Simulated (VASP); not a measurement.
# TiTe (P6_3/mmc) in VASP: notebook

The runs below take TiTe through single point, with PBEsol.

All numbers are computed with VASP 6.6.1; they aren't measurements. Logs are shortened: lines on timing, memory, paths and dates and some standing lists are left out, and cuts for length are marked.

## Step 1: The structure

Symmetry: P6_3/mmc, No. 194, hexagonal system. Conventional cell: a = 3.842 Å, b = 3.842 Å, c = 6.403 Å, α = 90.00°, β = 90.00°, γ = 120.00°. Te (site symmetry -6m2) has 6 Ti at 2.74 Å as nearest neighbours. Ti (site symmetry -3m) is surrounded by 6 Te at 2.74 Å.

## Step 2: Single point, PBEsol

Contents of INCAR:

```
  PREC = Accurate
  ENCUT = 400
  EDIFF = 1E-6
  ISMEAR = 0
  SIGMA = 0.05
  LREAL = F
  LASPH = T
  NELM = 100
  ALGO = Normal
  ISIF = 2
  LWAVE = F
  LCHARG = F
  GGA = PS
  ADDGRID = F
```

Contents of KPOINTS:

```
Automatic mesh
0
Gamma
  5 5 3
```

Contents of POSCAR:

```
TiTe
1.0
    3.8420000000      0.0000000000      0.0000000000
   -1.9210000000      3.3272696013      0.0000000000
    0.0000000000      0.0000000000      6.4030000000
Te Ti
2 2
Direct
    0.6666666667      0.3333333333      0.7500000000
    0.3333333333      0.6666666667      0.2500000000
    0.0000000000      0.0000000000      0.5000000000
    0.0000000000      0.0000000000      0.0000000000
```

Potentials or basis: VASP PAW PBE potentials, release 64 (Te, Ti_sv).

Started as:

```
cat potpaw_PBE.64/Te/POTCAR potpaw_PBE.64/Ti_sv/POTCAR > POTCAR
mpirun -np 1 vasp_std > vasp.out
```

OUTCAR:

```text
PREC = Accurate
   ENCUT = 400
   EDIFF = 1E-6
   ISMEAR = 0
   LREAL = F
   LASPH = T
   NELM = 100
   ISIF = 2
   GGA = PS

 Found     10 irreducible k-points:

 Following reciprocal coordinates:
            Coordinates               Weight
  0.000000  0.000000  0.000000      1.000000
  0.200000  0.000000  0.000000      6.000000
  0.400000  0.000000  0.000000      6.000000
  0.200000  0.200000  0.000000      6.000000
  0.400000  0.200000  0.000000      6.000000
  0.000000  0.000000  0.333333      2.000000
   k-points           NKPTS =     10   k-points in BZ     NKDIM =     10   number of bands    NBANDS=     22
   number of dos      NEDOS =    301   number of ions     NIONS =      4
   total plane-waves  NPLWV =  32928
   dimension x,y,z NGX =    28 NGY =   28 NGZ =   42
   dimension x,y,z NGXF=    56 NGYF=   56 NGZF=   84
   ions per type =               2   2
   NGX,Y,Z   is equivalent  to a cutoff of  12.12, 12.12, 10.90 a.u.
   NGXF,Y,Z  is equivalent  to a cutoff of  24.23, 24.23, 21.81 a.u.
 SYSTEM =  unknown system
   PREC   = accura    normal or accurate (medium, high low for compatibility)
   ISTART =      0    job   : 0-new  1-cont  2-samecut
   ICHARG =      2    charge: 1-file 2-atom 10-const
   ISPIN  =      1    spin polarized calculation?
   LNONCOLLINEAR =      F non collinear calculations
   LSORBIT =      F    spin-orbit coupling
   LASPH  =      T    aspherical Exc in radial PAW
   ENCUT  =  400.0 eV  29.40 Ry    5.42 a.u.   6.27  6.27 10.44*2*pi/ulx,y,z
   NELM   =    100;   NELMIN=  2; NELMDL= -5     # of ELM steps
   EDIFF  = 0.1E-05   stopping-criterion for ELM
   LREAL  =      F    real-space projection
   EDIFFG = 0.1E-04   stopping-criterion for IOM
   NSW    =      0    number of steps for IOM
   IBRION =     -1    ionic relax: 0-MD 1-quasi-New 2-CG
   NFREE  =      0    steps in history (QN), initial steepest desc. (CG)
   ISIF   =      2    stress and relaxation
   ISYM   =      2    0-nonsym 1-usesym 2-fastsym
   POTIM  = 0.5000    time-step for ionic-motion
   TEBEG  =    0.0;   TEEND  =   0.0 temperature during run
   PSTRESS=    0.0 pullay stress
   NELECT =      36.0000    total number of electrons
   NUPDOWN=      -1.0000    fix difference up-down
   EMIN   =  10.00;   EMAX   =-10.00  energy-range for DOS
   EFERMI =   0.00;   METHOD = LEGACY
   ISMEAR =     0;   SIGMA  =   0.05  broadening in eV -4-tet -1-fermi 0-gaus
   EFERMI_NEDOS =   21; number of points for ismear=-14 and -15
   IALGO  =     38    algorithm
   IMIX   =      4    mixing-type and parameters
     AMIX     =   0.40;   BMIX     =  1.00
     AMIX_MAG =   1.60;   BMIX_MAG =  1.00
  volume/ion in A,a.u.               =      20.46       138.09
  Fermi-wavevector in a.u.,A,eV,Ry     =   1.244991  2.352691 21.089049  1.550001
  Thomas-Fermi vector in A             =   2.379233
   LORBIT       =      0    0 simple, 1 ext, 2 COOP (PROOUT), +10 PAW based schemes
   GGA     = PS    functional components
   LHFCALC =     F    Hartree Fock is set to
   AEXX    =    0.0000 exact exchange contribution
   IVDW    =     0    specifies the selected vdW correction
   LEPSILON=     F    determine dielectric tensor
   LRPA    =     F    only Hartree local field effects (RPA)
 non-spin polarized calculation
 Gauss-broadening in eV      SIGMA  =   0.05
  energy-cutoff  :      400.00
  volume of cell :       81.85
 maximum number of plane-waves:      1521
 NGX is ok and might be reduce to    28
   NGX = 13   NGY = 13   NGZ = 21

 number of electron      36.0000000 magnetization

 Free energy of the ion-electron system (eV)
  ---------------------------------------------------
  ext. energy  EPLUGINS =         0.00000000
  ---------------------------------------------------
  free energy    TOTEN  =       -26.22994518 eV

  energy without entropy =      -26.22620305  energy(sigma->0) =      -26.22807412

 E-fermi :  10.0488     XC(G=0): -11.1606

 val. band max:        9.9968434940   @ k =   0.2000   0.0000   0.0000
 cond. band min:      10.0933147765   @ k =   0.2000   0.2000   0.3333
 fundamental gap:      0.0964712826
 Fermi energy:        10.0487682256

 k-point     1 :       0.0000    0.0000    0.0000
  band No.  band energies     occupation
      1     -46.9844      2.00000
      2     -46.9702      2.00000
      3     -23.4428      2.00000
      4     -23.4288      2.00000
      5     -23.4288      2.00000
      6     -23.4106      2.00000
[... 14 lines left out ...]
     21       9.6694      2.00000
     22      11.0331      0.00000

 k-point     2 :       0.2000    0.0000    0.0000
  band No.  band energies     occupation
      1     -46.9831      2.00000
      2     -46.9689      2.00000
      3     -23.4457      2.00000
      4     -23.4375      2.00000
      5     -23.4328      2.00000
      6     -23.4239      2.00000
[... 14 lines left out ...]
     21      10.7490      0.00000
     22      11.0183      0.00000

 k-point     3 :       0.4000    0.0000    0.0000
  band No.  band energies     occupation
      1     -46.9818      2.00000
      2     -46.9674      2.00000
      3     -23.4726      2.00000
      4     -23.4455      2.00000
      5     -23.4393      2.00000
      6     -23.4291      2.00000
[... 14 lines left out ...]
     21      10.8294      0.00000
     22      11.1375      0.00000

 k-point     4 :       0.2000    0.2000    0.0000
  band No.  band energies     occupation
      1     -46.9820      2.00000
      2     -46.9678      2.00000
      3     -23.4630      2.00000
      4     -23.4426      2.00000
      5     -23.4377      2.00000
      6     -23.4306      2.00000
[... 14 lines left out ...]
     21      10.8665      0.00000
     22      10.9273      0.00000

 k-point     5 :       0.4000    0.2000    0.0000
  band No.  band energies     occupation
      1     -46.9811      2.00000
      2     -46.9669      2.00000
      3     -23.4713      2.00000
      4     -23.4508      2.00000
      5     -23.4441      2.00000
      6     -23.4268      2.00000
[... 14 lines left out ...]
     21      10.7229      0.00000
     22      11.2187      0.00000

 k-point     6 :       0.0000    0.0000    0.3333
  band No.  band energies     occupation
      1     -46.9806      2.00000
      2     -46.9736      2.00000
      3     -23.4243      2.00000
      4     -23.4243      2.00000
      5     -23.4151      2.00000
      6     -23.4151      2.00000
[... 14 lines left out ...]
     21      10.3140      0.00000
     22      11.1131      0.00000

 [... further k-points ...]

------------------------ aborting loop because EDIFF is reached ----------------------------------------

  FORCE on cell =-STRESS in cart. coord.  units (eV):
  Direction    XX          YY          ZZ          XY          YZ          ZX
  --------------------------------------------------------------------------------------
  -------------------------------------------------------------------------------------
  Total        1.1352886      1.1352886      2.8166699      0.0000000     -0.0000000      0.0000000
  in kB       22.2222485     22.2222485     55.1337683      0.0000000     -0.0000000      0.0000000
  external PRESSURE =      33.1927551 kB  Pullay stress =       0.0000000 kB

 VOLUME and BASIS-vectors are now :
 -----------------------------------------------------------------------------
  energy-cutoff  :      400.00
  volume of cell :       81.85
      direct lattice vectors                 reciprocal lattice vectors
     3.842000000  0.000000000  0.000000000     0.260281104  0.150273365  0.000000000
    -1.921000000  3.327269601  0.000000000     0.000000000  0.300546730  0.000000000
     0.000000000  0.000000000  6.403000000     0.000000000  0.000000000  0.156176792

 POSITION                                       TOTAL-FORCE (eV/Angst)
 -----------------------------------------------------------------------------------
      1.92100      1.10909      4.80225        -0.000000      0.000000      0.000000
     -0.00000      2.21818      1.60075         0.000000      0.000000      0.000000
      0.00000      0.00000      3.20150         0.000000      0.000000      0.000000
      0.00000      0.00000      0.00000         0.000000      0.000000      0.000000
 -----------------------------------------------------------------------------------
    total drift:                                0.000000     -0.000000      0.000000

  FREE ENERGIE OF THE ION-ELECTRON SYSTEM (eV)
  ---------------------------------------------------
  free  energy   TOTEN  =       -26.2299451751 eV

  energy  without entropy=      -26.2262030550  energy(sigma->0) =      -26.22807412
```

Run time: 11 s. Hardware: 1 thread of AMD EPYC 9R14 (Zen 4), shared host; peak memory 0.15 GiB.

The run converged, but some of its settings lie outside the range that counts as converged, so its numbers aren't taken as properties of the crystal.

What came out:

```
Free energy            : -26.2299 eV
Pressure               : 3.3 GPa
Band gap on the k mesh : none (metal or under the smearing width)
```

Caveat: the k mesh is coarse (spacing up to 0.38 Å⁻¹), so the values aren't converged; the PAW data sets were made with another functional, which shifts forces and pressure a little.

## Step 3: Single point, PBEsol

Changes to INCAR since step 2:

```diff
@@ -1,3 +1,3 @@
   PREC = Accurate
-  ENCUT = 400
+  ENCUT = 450
   EDIFF = 1E-6
```

KPOINTS is that of step 2.

POSCAR is that of step 2.

Potentials or basis: VASP PAW PBE potentials, release 64 (Te, Ti_sv).

Started as:

```
cat potpaw_PBE.64/Te/POTCAR potpaw_PBE.64/Ti_sv/POTCAR > POTCAR
mpirun -np 1 vasp_std > vasp.out
```

Wall time 12 s (1 thread of AMD EPYC 9R14 (Zen 4), shared host); peak memory 0.16 GiB.

The run converged, but some of its settings lie outside the range that counts as converged, so its numbers aren't taken as properties of the crystal.

What came out:

```yaml
Free_energy: -26.2314 eV
Pressure: 3.4 GPa
Band_gap_on_the_k_mesh: none (metal or under the smearing width)
```

Caveat: the k mesh is coarse (spacing up to 0.38 Å⁻¹), so the values aren't converged; the PAW data sets were made with another functional, which shifts forces and pressure a little.

## Step 4: The reference run

An earlier run on the cell as given: functional PBEsol; potentials or basis VASP PAW PBE potentials, release 64 (Te, Ti_sv); cutoff 520 eV; k mesh 8 × 8 × 4; occupations fermi-dirac, width 0.05 eV; no spin polarisation.

* Pressure: 3.5 GPa
* Band gap on the k mesh: none (metal or under the smearing width)
